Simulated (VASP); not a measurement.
**GaSb: single point with r2SCAN+D4**

**Measured values to compare with.**

From a printed reference work, data compilation, for a bulk crystal of GaSb at 4.2 K: band gap 0.811 eV (direct).

Crystal: GaSb.

```xyz
2
Lattice="0.0000 3.0590 3.0590 3.0590 0.0000 3.0590 3.0590 3.0590 0.0000" Properties=species:S:1:pos:R:3 pbc="T T T"
Ga    0.0000    0.0000    0.0000
Sb    4.5885    4.5885    4.5885
```

* Program: VASP 6.6.1
* Task: single point
* Functional: r2SCAN
* Dispersion: D4
* Potentials or basis: VASP PAW PBE potentials, release 64 (Ga_d, Sb)
* Cutoff: 520 eV
* k mesh: 6 × 6 × 6
* Occupations: gaussian, width 0.05 eV
* Spin: no spin polarisation
* Dipole correction: no
* Further INCAR settings: ALGO = Normal; EDIFF = 1e-07; NBANDS = 16

```yaml
Pressure: -0.3 GPa
Band_gap_on_the_k_mesh: 0.45 eV, direct
Dispersion_energy_per_atom: -0.142 eV
```

Levels at points of the mesh, in eV from the valence-band top:
| k point | band 5 | band 6 | band 7 | band 8 | band 9 | band 10 | band 11 | band 12 | band 13 | band 14 |
| --- | --- | --- | --- | --- | --- | --- | --- | --- | --- | --- |
| (0.00, 0.00, 0.00) | -15.45 | -11.93 | 0.00 | 0.00 | 0.00 | 0.45 | 2.98 | 2.98 | 2.98 | 6.35 |
| (0.50, 0.00, 0.00) | -15.45 | -10.21 | -6.58 | -1.21 | -1.21 | 0.68 | 4.01 | 4.01 | 6.92 | 9.98 |
| (0.50, 0.50, 0.00) | -15.45 | -9.32 | -7.05 | -2.70 | -2.70 | 1.12 | 1.48 | 9.26 | 9.26 | 10.79 |

It took 23 s on 1 thread of Intel(R) Xeon(R) 6975P-C (Granite Rapids), with other jobs on the host, peak memory 0.19 GiB.

Measured gap of GaSb: 0.811 eV (direct; 4.2 K; a printed reference work, data compilation). This calculation gives 0.45 eV (-0.36 eV). Spin-orbit coupling on Ga, Sb is left out. The value is that of r2SCAN+D4 on a finite k mesh, which can miss the band edges, without temperature or zero-point motion.

Caveat: the PAW data sets were made with another functional, which shifts forces and pressure a little; spin-orbit coupling is left out, which moves the levels of the heavy elements.
